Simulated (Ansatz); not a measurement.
Crystal: KTaO3.

```
Ta K O
1.0
     3.98830    0.00000    0.00000
     0.00000    3.98830    0.00000
     0.00000    0.00000    3.98830
Ta K O
1 1 3
Direct
  0.00000 0.00000 0.00000
  0.50000 0.50000 0.50000
  0.00000 0.00000 0.50000
  0.00000 0.50000 0.00000
  0.50000 0.00000 0.00000
```

```yaml
Program: Ansatz 0.2.0
Task: relaxation of cell and atoms
Functional: PBEsol
Dispersion: D3(BJ)
Potentials_or_basis: Ansatz PAW
Cutoff: "420 eV (not typed: the program's choice for these potentials)"
k_mesh: 7 × 7 × 7
Occupations: fermi-dirac, width 0.05 eV
Spin: no spin polarisation
```

At the start: volume 12.69 Å³/atom.

Task: Where does the relaxation end?

Result: It ends after 6 steps and the volume is 12.47 Å³/atom (-1.7 %); space group Pm-3m (No. 221, to 0.05 Å).

Step by step:
| step | energy change (eV) | largest force (eV/Å) | volume (Å³) |
| --- | --- | --- | --- |
| 1 | 0.0000 | 0.0000 | 63.44 |
| 2 | -0.0156 | 0.0000 | 62.14 |
| 3 | -0.0153 | 0.0000 | 62.41 |
| 4 | -0.0118 | 0.0000 | 62.41 |
| 5 | -0.0119 | 0.0000 | 62.37 |
| 6 | -0.0118 | 0.0000 | 62.37 |

Final structure:
```
CELL_PARAMETERS angstrom
3.96573 0.00000 0.00000
0.00000 3.96573 0.00000
0.00000 0.00000 3.96573
ATOMIC_POSITIONS crystal
Ta 0.00000 0.00000 0.00000
K 0.50000 0.50000 0.50000
O 0.00000 0.00000 0.50000
O 0.00000 0.50000 0.00000
O 0.50000 0.00000 0.00000
```

Caveat: the plane-wave basis is chosen anew once the cell has moved, so the energies of steps on either side of that aren't comparable; the pressure holds a Pulay correction of +0.6 GPa for the finite cutoff; the PAW data sets come from PBE, with cores solved anew for the run's functional, which leaves a small shift of forces and pressure.
